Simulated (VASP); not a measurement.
**Be: single point with PBE**

Crystal: Be.

```xyz
1
Lattice="2.2327 0.0000 0.0000 0.0000 2.2327 0.0000 0.0000 0.0000 2.0657" Properties=species:S:1:pos:R:3 pbc="T T T"
Be    1.1164    1.1164    0.0000
```

The cell was built by a generator and needn't be a form met in nature.

```json
{"Program": "VASP 6.6.1", "Task": "single point", "Functional": "PBE", "Potentials or basis": "VASP PAW PBE potentials, release 64 (Be)", "Cutoff": "520 eV", "k mesh": "12 × 12 × 13", "Occupations": "fermi-dirac, width 0.05 eV", "Spin": "no spin polarisation"}
```

```
Pressure               : 0.2 GPa
Band gap on the k mesh : none (metal or under the smearing width)
```

Stress tensor (GPa, compression positive):
```
 0.77  0.00  0.00
 0.00  0.77  0.00
 0.00  0.00 -0.95
```

Levels at points of the mesh, in eV from the Fermi level:
| k point | band 1 | band 2 | band 3 | band 4 | band 5 | band 6 |
| --- | --- | --- | --- | --- | --- | --- |
| (0.00, 0.00, 0.00) | -9.56 | 12.32 | 12.32 | 16.29 | 17.93 | 20.10 |
| (0.50, 0.00, 0.00) | -4.68 | -2.19 | 15.70 | 19.34 | 24.50 | 24.90 |
| (0.50, 0.50, 0.00) | 0.26 | 0.26 | 6.16 | 6.23 | 21.84 | 34.64 |

Wall time 13 s on 1 thread of AMD EPYC 7R13 Processor (Zen 3) (shared host), peak memory 0.08 GiB.
